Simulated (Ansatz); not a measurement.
Habitual settings against a tight run: InN (P6_3mc, 8 atoms in the cell)

Self-consistent single point.

```
CELL_PARAMETERS angstrom
      3.41907     0.00000     0.00000
     -1.70954     2.96101     0.00000
      0.00000     0.00000    11.19317
ATOMIC_POSITIONS crystal
  In 0.00000 0.00000 0.00000
  In 0.00000 0.00000 0.50000
  In 0.66667 0.33333 0.75018
  In 0.33333 0.66667 0.25018
  N  0.00000 0.00000 0.81216
  N  0.00000 0.00000 0.31216
  N  0.66667 0.33333 0.56329
  N  0.33333 0.66667 0.06329
```

Method: PBE, PAW files (plane waves; Ansatz, a first-principles code).

Base settings: basis.ecutwfc = 30.9 Ry; kpoints.mp_grid.grid = 8 8 2; hamiltonian.xc = pbe; hamiltonian.pseudopotentials = {kind: paw} (an earlier, softer set of the program's PAW files); scf.occupations.method = gaussian; scf.occupations.width = 0.0147 Ry.

Tight run (finer mesh or higher cutoff; not a proven limit): basis.ecutwfc: 30.9 Ry → 43.4 Ry; kpoints.mp_grid.grid: 8 8 2 → 11 11 3; scf.convergence.dr2_threshold: default (1e-07 eV) → 1e-09 eV. It gave Fermi level (on the code's own zero) 11.22 eV; pressure 20.74 GPa; largest force (vector length) 0.125 eV/Å.

Quick runs, as changes from the base:
- A: the base itself
- B: basis.ecutwfc: 30.9 Ry → 18.4 Ry; kpoints.mp_grid.grid: 8 8 2 → 1 1 1; hamiltonian.xc: pbe → lda [LDA (PW92)]
- C: kpoints.mp_grid.grid: 8 8 2 → 4 4 4; scf.occupations.width: 0.0147 Ry → 0.01 Ry

Energies are extrapolated to zero smearing width, which holds to low order in the width alone.

Dashes: energy of B, another energy zero.

† marks runs with another functional, U, potentials or spin treatment: their distance from the tight run is not a convergence error alone.

The count of work is k-points × plane waves × bands × iterations; it is no time. 

Pressures in the table are Ansatz's without its Pulay estimate, at a fixed set of plane waves; the tight run's value above holds the estimate.

The starting cell was generated: these elements placed on a structure prototype, without a prior relaxation; it need not be a known phase or ordering of this composition. Its lattice was rescaled by a random factor within 2.5 % of one. In the base run, with a pressure of about 21 GPa the cell is away from its equilibrium volume at this level. The run gives no clean gap (levels at the Fermi energy touch, overlap or are partly filled at this smearing), which alone does not show that the compound is a metal.

```
run  energy less tight (meV/atom)  pressure less tight (GPa)  largest miss in a force vector (eV/Å)  count of work / tight
---  ----------------------------  -------------------------  -------------------------------------  ---------------------
A                             2.1                      -0.16                                  0.001                   0.30
B†                              –                     -19.54                                  3.521                 0.0079
C                            16.5                      -0.07                                  0.007                   0.18
```

Among the runs at the tight run's level, the energy misses run from 2.1 to 16.5 meV/atom.

Left out of this page: 1 run of the series outside the window shown, repeating another row's setting, or not comparable; 2 runs of the series unsound by tests on forces, stress, charge or solver warnings.

Keys are those of Ansatz 0.2.
